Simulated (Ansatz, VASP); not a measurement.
## Two plane-wave programs on Ni

```
CELL_PARAMETERS angstrom
2.53960 0.00000 0.00000
-1.26980 2.19936 0.00000
0.00000 0.00000 4.17460
ATOMIC_POSITIONS crystal
Ni 0.33333 0.66667 0.25000
Ni 0.66667 0.33333 0.75000
```

Alike in both runs: task single point; functional RPBE; k mesh 16 × 16 × 9; occupations fermi-dirac, width 0.1 eV; no spin polarisation.

```csv
,VASP,Ansatz
version,VASP 6.6.1,Ansatz 0.2.0
potentials or method,"VASP PAW PBE potentials, release 64 (Ni)","plane waves (420 eV) with PAW, scalar-relativistic"
plane-wave cutoff (eV),520,420
valence electrons in the cell,20,36
```

Ansatz gave:

| Item | Value |
| --- | --- |
| pressure (GPa) | -6.4 |
| largest component of the traceless stress (GPa) | 0.04 |

Task: What did VASP give for the same quantities?

Result: Pressure (GPa): -6.0; largest component of the traceless stress (GPa): 0.10.

The two sets of potentials don't hold the same shells in valence.

Caveats: the PAW data sets were made with another functional, which shifts forces and pressure a little (VASP); the run has no spin polarisation, though such a crystal can be magnetic. Spin polarisation is off, so any magnetic state and its effect on volume and gap are missing.
